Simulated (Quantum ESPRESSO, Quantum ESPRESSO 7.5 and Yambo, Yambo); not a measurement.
## A GW chain in Yambo: ZrSe2 (1T monolayer)

How does a plane-wave GW calculation on ZrSe2 (1T monolayer) run from the first input to the gap?

Calculated with Quantum ESPRESSO 7.5 and Yambo 5.3.0; PBE and many-body steps on it, plane waves.

Report form: the programs' logs are mostly left out.

## Step 1: Set-up

The cell holds 3 atoms: 1 Zr and 2 Se. Cell: a = 3.808 Å, b = 3.808 Å, c = 16.000 Å, α = 90.0°, β = 90.0°, γ = 120.0°. Vacuum lies along c.

The structure was relaxed with PBE. The runs that relaxed it are not among those shown.

## Step 2: Ground state

This step: Quantum ESPRESSO 7.5; DFT, PBE, plane waves, norm-conserving pseudopotentials.

The ground-state density comes first.

The input, pw.in:

```
&control
  calculation = 'scf'
  prefix = 'x'
  outdir = 'o'
  pseudo_dir = 'pseudo'
/
&system
  ibrav = 0
  nat = 3
  ntyp = 2
  ecutwfc = 104.0
  nbnd = 35
  force_symmorphic = .true.
/
&electrons
  conv_thr = 1e-10
  electron_maxstep = 80
  mixing_beta = 0.5
/
ATOMIC_SPECIES
  Zr 91.224 Zr.upf
  Se 78.971 Se.upf
CELL_PARAMETERS angstrom
  3.8082320812 0.0000000002 0.0000000000
  -1.9041160408 3.2980257257 0.0000000000
  0.0000000000 0.0000000000 16.0000000000
ATOMIC_POSITIONS crystal
  Zr 0.0000000000 0.0000000000 0.5000000000
  Se 0.3333333333 0.6666666667 0.5985386352
  Se 0.6666666667 0.3333333333 0.4014613648
K_POINTS automatic
  9 9 1 0 0 0
```

The run is started by

```console
OMP_NUM_THREADS=1 mpirun -n 8 pw.x -nk 8 -in pw.in > pw.out
```

Elapsed: 34 s, on 8 MPI ranks of Intel Xeon 6975P-C (Granite Rapids), shared host; peak memory 1.8 GiB.

Numbers from this step:

```yaml
total_energy: -19790.7128 eV
gap: 0.5508 eV
k_of_the_valence_top: 0, 0, 0
k_of_the_conduction_bottom: 0, 0.4444, 0
least_direct_gap: 1.129 eV
```

The gap is indirect, with the least direct gap 0.58 eV higher.

## Step 3: Bands along the symmetry lines

The cheap functional maps the bands first; the places of the edges decide which points the dearer methods must see.

The input, pw.in:

```
&control
  calculation = 'bands'
  prefix = 'x'
  outdir = 'o'
  pseudo_dir = 'pseudo'
/
&system
  ibrav = 0
  nat = 3
  ntyp = 2
  ecutwfc = 104.0
  nbnd = 36
  force_symmorphic = .true.
/
&electrons
  conv_thr = 1e-9
  electron_maxstep = 80
  diago_full_acc = .true.
  diago_thr_init = 5e-6
/
ATOMIC_SPECIES
  Zr 91.224 Zr.upf
  Se 78.971 Se.upf
CELL_PARAMETERS angstrom
  3.8082320812 0.0000000002 0.0000000000
  -1.9041160408 3.2980257257 0.0000000000
  0.0000000000 0.0000000000 16.0000000000
ATOMIC_POSITIONS crystal
  Zr 0.0000000000 0.0000000000 0.5000000000
  Se 0.3333333333 0.6666666667 0.5985386352
  Se 0.6666666667 0.3333333333 0.4014613648
K_POINTS crystal
  25
  0.00000000 0.00000000 0.00000000 1
  0.06250000 0.00000000 0.00000000 1
  0.12500000 0.00000000 0.00000000 1
  0.18750000 0.00000000 0.00000000 1
  0.25000000 0.00000000 0.00000000 1
  0.31250000 0.00000000 0.00000000 1
  0.37500000 0.00000000 0.00000000 1
  0.43750000 0.00000000 0.00000000 1
  0.50000000 0.00000000 0.00000000 1
  0.47916667 0.04166667 0.00000000 1
  0.45833333 0.08333333 0.00000000 1
  0.43750000 0.12500000 0.00000000 1
  0.41666666 0.16666666 0.00000000 1
  0.39583333 0.20833333 0.00000000 1
  0.37500000 0.25000000 0.00000000 1
  0.35416666 0.29166666 0.00000000 1
  0.33333333 0.33333333 0.00000000 1
  0.29166666 0.29166666 0.00000000 1
  0.25000000 0.25000000 0.00000000 1
  0.20833333 0.20833333 0.00000000 1
  0.16666666 0.16666666 0.00000000 1
  0.12500000 0.12500000 0.00000000 1
  0.08333333 0.08333333 0.00000000 1
  0.04166667 0.04166667 0.00000000 1
  0.00000000 0.00000000 0.00000000 1
```

Run time: 16 s. Hardware: 8 MPI ranks; peak memory 1.5 GiB.

This step gave:

```
gap                        : 0.5296 eV
k of the valence top       : 0, 0, 0
k of the conduction bottom : 0.5, 0, 0
least direct gap           : 1.129 eV
```

The gap is 0.530 eV, −0.021 eV from the run before at this level.

Electronic bands along the path, in eV, zero at the top of the highest filled band:

```tsv
point	band 27	band 28	band 29	band 30	band 31	band 32	band 33	band 34
Γ	-2.49	-1.08	0.00	0.00	1.13	1.13	1.74	4.34
halfway	-2.45	-2.31	-0.94	-0.74	0.89	2.21	2.48	3.67
M	-2.47	-2.41	-1.45	-1.05	0.53	2.57	2.91	4.75
halfway	-2.42	-2.32	-2.02	-1.53	1.27	2.56	2.66	4.16
K	-3.37	-2.06	-2.06	-1.92	1.84	2.44	2.44	4.39
halfway	-2.75	-2.07	-1.68	-0.77	1.43	1.82	2.75	3.75
Γ	-2.49	-1.08	0.00	0.00	1.13	1.13	1.74	4.34
```

## Step 4: Empty states on the mesh, 6×6×1 mesh, 124 bands

The sums over transitions need many empty states on a uniform mesh; this step solves for them.

The input, pw.in:

```
&control
  calculation = 'nscf'
  prefix = 'x'
  outdir = 'o'
  pseudo_dir = 'pseudo'
/
&system
  ibrav = 0
  nat = 3
  ntyp = 2
  ecutwfc = 104.0
  nbnd = 124
  force_symmorphic = .true.
/
&electrons
  conv_thr = 1e-9
  electron_maxstep = 80
  diago_full_acc = .true.
  diago_thr_init = 5e-6
/
ATOMIC_SPECIES
  Zr 91.224 Zr.upf
  Se 78.971 Se.upf
CELL_PARAMETERS angstrom
  3.8082320812 0.0000000002 0.0000000000
  -1.9041160408 3.2980257257 0.0000000000
  0.0000000000 0.0000000000 16.0000000000
ATOMIC_POSITIONS crystal
  Zr 0.0000000000 0.0000000000 0.5000000000
  Se 0.3333333333 0.6666666667 0.5985386352
  Se 0.6666666667 0.3333333333 0.4014613648
K_POINTS automatic
  6 6 1 0 0 0
```

The run is started by

```console
OMP_NUM_THREADS=1 mpirun -n 8 pw.x -nk 4 -in pw.in > pw.out
```

Wall time 23 s (8 MPI ranks); peak memory 1.6 GiB.

This step gave:

- gap: 0.5296 eV
- k of the valence top: 0, 0, 0
- k of the conduction bottom: 0, -0.5, 0
- least direct gap: 1.129 eV
- k points computed: 7
- lowest point of the top converged band, above the valence top: 34.33 eV

On this mesh the gap is 0.530 eV.

## Step 5: Conversion and set-up

This step: Yambo 5.3.0; conversion and set-up on PBE, plane waves, norm-conserving pseudopotentials.

The states are converted to the many-body program's format and the q mesh is built.

The run is started by

```console
(cd o/x.save; p2y > p2y.log; mv SAVE ../..); yambo > setup.log
```

The job ended after 3.4 s (1 MPI rank; peak memory 0.27 GiB).

## Step 6: Screening and self-energy, 6×6×1 mesh, 124 bands, screening to 108.8 eV

G0W0 replaces the xc potential by the self-energy, built once from these orbitals. Only a window of levels is corrected, while the sums run over the empty bands that the input names.

This step: G0W0 on PBE, plane waves, norm-conserving pseudopotentials.

The input, gw1.in:

```
HF_and_locXC
gw0
dyson
ppa
em1d
rim_cut
rim_w
RandQpts= 3000000
RandGvec= 100 RL
CUTGeo= "slab z"
RandGvecW= 9 RL
EXXRLvcs= 104 Ry
VXCRLvcs= 416 Ry
Chimod= "HARTREE"
% BndsRnXp
 1 | 124 |
%
NGsBlkXp= 8 Ry
% LongDrXp
 1 | 1 | 0 |
%
% GbndRnge
 1 | 124 |
%
DysSolver= "n"
ExtendOut
PPAPntXp= 27.21138 eV
% QPkrange
 1 | 1 | 29 | 32 |
 4 | 4 | 29 | 32 |
%
```

The run is started by

```console
OMP_NUM_THREADS=2 mpirun -n 4 yambo -F gw1.in -J gw1 -C gw1 > gw1.log
```

Wall time 3.8 min (4 MPI ranks); peak memory 5.5 GiB; 25 min of CPU time.

This step gave:

```
G0W0 gap on the points computed              : 1.504 eV
starting gap on the mesh                     : 0.5296 eV
k of the valence top                         : 0, 0, 0
k of the conduction bottom                   : 0, -0.5, 0
least direct G0W0 gap on the computed points : 2.265 eV
Z at the valence top                         : 0.7311
Z at the conduction bottom                   : 0.7264
```

The gap on the mesh goes from 0.53 eV to 1.50 eV, a correction of +0.97 eV. The start differs from the 0.55 eV found before because the two sample other k points.

Limits: finite bands, cutoff and mesh; no spin-orbit coupling. v1 is the top filled band, c1 the lowest empty one. The levels before and after the correction (eV, zero at the valence-band top of each column):

```tsv
	conduction bottom	valence top
Kohn-Sham	0.53	0.00
G0W0	1.50	0.00
```

```tsv
	level	energy (eV)
Kohn-Sham	Γ v2-v1	0.000
Kohn-Sham	Γ c1-c2	1.129
Kohn-Sham	(0 -0.5 0) v2	-1.453
Kohn-Sham	(0 -0.5 0) v1	-1.047
Kohn-Sham	(0 -0.5 0) c1	0.530
Kohn-Sham	(0 -0.5 0) c2	2.573
G0W0	Γ v2-v1	0.000
G0W0	Γ c1-c2	2.265
G0W0	(0 -0.5 0) v2	-1.706
G0W0	(0 -0.5 0) v1	-1.203
G0W0	(0 -0.5 0) c1	1.504
G0W0	(0 -0.5 0) c2	3.906
```

## Step 7: Where the time went

Times are wall times on the hardware named with each run, good to a factor of about two.

```tsv
step	time	share	memory (GiB)
ground state	34 s	11 %	1.8
bands along the symmetry lines	16 s	5 %	1.5
empty states on the mesh	23 s	8 %	1.6
conversion and set-up	3.4 s	1 %	0.27
screening and self-energy	3.8 min	75 %	5.5
```

## Step 8: Outcome

| Item | Value |
| --- | --- |
| PBE gap | 0.53 eV, indirect |
| G0W0 gap on the mesh | 1.50 eV |
| GW settings | 6×6×1 mesh, 124 bands, screening to 108.8 eV, Godby-Needs plasmon pole |
| known limits | not at the basis limit; no spin-orbit coupling |

**Reading.** G0W0 moves the gap on the mesh from 0.53 eV to 1.50 eV (+0.97 eV), with Z of 0.73 and 0.73 at the edges. Only 2 of the mesh's irreducible points were corrected, so a valley elsewhere could overtake. The dearest step here is «screening and self-energy». Bands and cutoff are finite, so the gap is not at the basis limit. The miss can reach some tenths of an eV and take either sign; the mesh is an error of its own. In the G0W0 run levels were corrected at 2 k points alone, so a gap called «on the mesh» is the least over those, and an edge elsewhere would be missed. The many-body steps are scalar-relativistic: spin-orbit coupling is not in them.

[Paths, hosts, dates, memory and timing lines, banners, echoed tables and standing remarks are left out of the program output.]

[Logs are printed without paths, hosts, clocks, repeated set-up lines and the standing remarks that a program may print on its own settings, such as how far it seeks lower states.]

[Runs of the session that timed out or met a known fault of the program may be left out.]

[Hosts, paths, dates, database ids (printed as entryN), source tags and the programs' standing remarks are cut or masked in the printed files.]
